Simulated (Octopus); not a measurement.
# BeTe under changes of volume

One of the cells (21.254 Å³/atom); the others are scaled copies at fixed shape and fractional positions:

```xyz
2
Lattice="0.0000 2.7700 2.7700 2.7700 0.0000 2.7700 2.7700 2.7700 0.0000" Properties=species:S:1:pos:R:3 pbc="T T T"
Te    4.1550    4.1550    4.1550
Be    0.0000    0.0000    0.0000
```

- Program: Octopus 16.4
- Functional: PBEsol
- Potentials or basis: pseudodojo_pbesol (PseudoDojo 0.4, PBEsol)
- Grid spacing: 0.126 Å
- k mesh: 8 × 8 × 8
- Occupations: fermi-dirac, width 0.05 eV
- Spin: no spin polarisation

```csv
volume (Å³/atom),energy over the lowest point (meV/atom),gap on the mesh (eV)
19.979,40.11,1.58
20.404,24.91,1.64
20.829,13.69,1.70
21.254,?,?
21.679,1.88,1.80
22.104,0.00,1.85
22.529,0.43,1.90
```

Task: What does the run at 21.254 Å³/atom give?

Result: Energy over the lowest point 6.33 meV/atom; gap on the mesh 1.75 eV.

Worked out: A Birch-Murnaghan fit of order 3 (a polynomial in V^(-2/3)) to the other rows has its minimum at 22.23 Å³/atom with B0 = V·E''(V) = 42 GPa (rough, since the energies scatter). It gives 6.26 meV/atom at 21.254 Å³/atom, against the run's 6.33. A straight line through the other rows of the gap, of slope 2.64 eV per unit of ln V, gives 1.75 eV, against the run's 1.75.

Energies are extrapolated to zero smearing.

Caveats: spin-orbit coupling is left out, which moves the levels of the heavy elements.

A mesh can miss the band edges.
